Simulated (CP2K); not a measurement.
The system is GaP.

```
CELL_PARAMETERS angstrom
3.45666 0.00000 0.00000
0.00000 3.45666 0.00000
0.00000 0.00000 2.80256
ATOMIC_POSITIONS crystal
Ga 0.00000 0.00000 0.00000
P 0.50000 0.50000 0.50000
```

The cell was built by a generator and needn't be a form met in nature.

Base run:

| Item | Value |
| --- | --- |
| Program | CP2K 2026.2 |
| Functional | PBE |
| Potentials or basis | POTENTIAL_UZH Ga GTH-PBE-q13, P GTH-PBE-q5; DZVP-MOLOPT-PBE-GTH basis |
| Density cutoff | 6123 eV |
| k mesh | 8 × 8 × 9 |
| Occupations | fermi-dirac, width 0.05 eV |
| Spin | no spin polarisation |

Its results: band gap on the k mesh none (metal or under the smearing width); pressure 1.3 GPa.

**Question.** The run is repeated on the same cell with these changes: potentials or basis from POTENTIAL_UZH Ga GTH-PBE-q13, P GTH-PBE-q5; DZVP-MOLOPT-PBE-GTH basis to POTENTIAL_UZH Ga GTH-PBE-q13, P GTH-PBE-q5; ccGRB-D basis; basis sets from Ga DZVP-MOLOPT-PBE-GTH-q13, P DZVP-MOLOPT-PBE-GTH-q5 to Ga ccGRB-D-q13, P ccGRB-D-q5. What comes out?

**Answer.** Band gap on the k mesh none (metal or under the smearing width); pressure 3.2 GPa.

Caveats: the basis of atomic orbitals isn't converged, which shifts pressures, moduli and gaps.
